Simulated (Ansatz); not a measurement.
# Si (P6_3/mmc): an equation of state far from equilibrium

The task here is to estimate one member of a computed series from the others.

This is Si in the hcp structure; at room conditions it is diamond.

Program: Ansatz 0.2.0. Level of theory: DFT PBE, scalar-relativistic, plane waves, PAW. These are calculated values, not measurements.

## The structure to begin with

It takes space group P6_3/mmc (No. 194, hexagonal). Conventional cell: a = 2.687 Å, b = 2.687 Å, c = 4.589 Å, α = 90.00°, β = 90.00°, γ = 120.00°. Around Si (site symmetry -6m2) lie 12 Si at 2.69 to 2.77 Å.

Coordinates:

```cif
data_structure
_symmetry_space_group_name_H-M 'P 1'
_symmetry_Int_Tables_number 1
_cell_length_a 2.6875
_cell_length_b 2.6875
_cell_length_c 4.5886
_cell_angle_alpha 90.000
_cell_angle_beta 90.000
_cell_angle_gamma 120.000
_cell_volume 28.70
loop_
_atom_site_label
_atom_site_type_symbol
_atom_site_fract_x
_atom_site_fract_y
_atom_site_fract_z
_atom_site_occupancy
Si1 Si 0.33333 0.66667 0.25000 1
Si2 Si 0.66667 0.33333 0.75000 1
```

An earlier run at PBE left this cell at 14.351 Å³/atom and 0.02 GPa (20×20×10 mesh).

Set-up of the first run:

Contents of input.yaml:

```yaml
crystal:
  lattice:
    - [2.6511653267, 0.0, 0.0]
    - [-1.3255826634, 2.2959765226, 0.0]
    - [0.0, 0.0, 4.526551323]
  atoms:
    - { symbol: Si, position: [0.3333333333, 0.6666666667, 0.25] }
    - { symbol: Si, position: [0.6666666667, 0.3333333333, 0.75] }
basis:
  ecutwfc: 420
  ecutrho_ratio: 4
kpoints:
  mp_grid: { grid: [20, 20, 10] }
hamiltonian:
  xc: pbe
scf:
  occupations: { method: gaussian, width: 0.05 }
output:
  forces: true
  stress: true
  eigenvalues: true
relax:
  f_tol: 0.01
  max_steps: 40
  cell: { stress_tol: 0.1, fix: [volume] }
```

Started as:

```console
$ ansatz run input.yaml --threads 1 --pin off --max-ram 2560MiB --backend cpu --events-out ev --progress --plain --runs-dir out
```

Among the steps run: Volume × 0.96; Volume × 1.04; Volume × 0.92; Volume × 0.88; Volume × 0.84; Volume × 0.8; Volume × 0.76; Volume × 0.72; Volume × 0.68; Volume × 0.64.

One table of the session follows, with a row left open; its other results are not shown here.

It belongs to the step «The curve». 

| volume (Å³/atom) | energy above the lowest (meV/atom) | pressure (GPa) |
| --- | --- | --- |
| 9.184 | 1155.6 | 109.0 |
| 9.758 | 815.2 | 82.1 |
| 10.332 | 560.0 | 61.2 |
| 10.906 | 370.8 | 45.0 |
| 11.480 | 232.2 | 32.4 |
| 12.055 | 135.1 | 22.3 |
| 12.629 | 69.8 | 14.6 |
| 13.203 | 28.6 | 8.7 |
| 13.777 | ? | ? |
| 14.351 | 0.0 | 0.0 |
| 14.925 | 5.2 | -2.9 |

**Question.** Estimate the row for volume (Å³/atom) = 13.777.

Worked estimate for «energy above the lowest (meV/atom)». A straight line through the neighbours (13.203, 28.6) and (14.351, 0.0) gives 28.6 + (0.0 − 28.6) × (13.777 − 13.203) / (14.351 − 13.203) = 14.3; a parabola fitted to 4 rows on both sides gives 6.6.

As computed: energy above the lowest (meV/atom): 6.5; pressure (GPa): 3.8. In «energy above the lowest (meV/atom)» the line misses by +7.8 and the parabola by +0.1.

To keep in mind: The k mesh is not the same at all volumes. Other structures may be lower in enthalpy at these pressures.
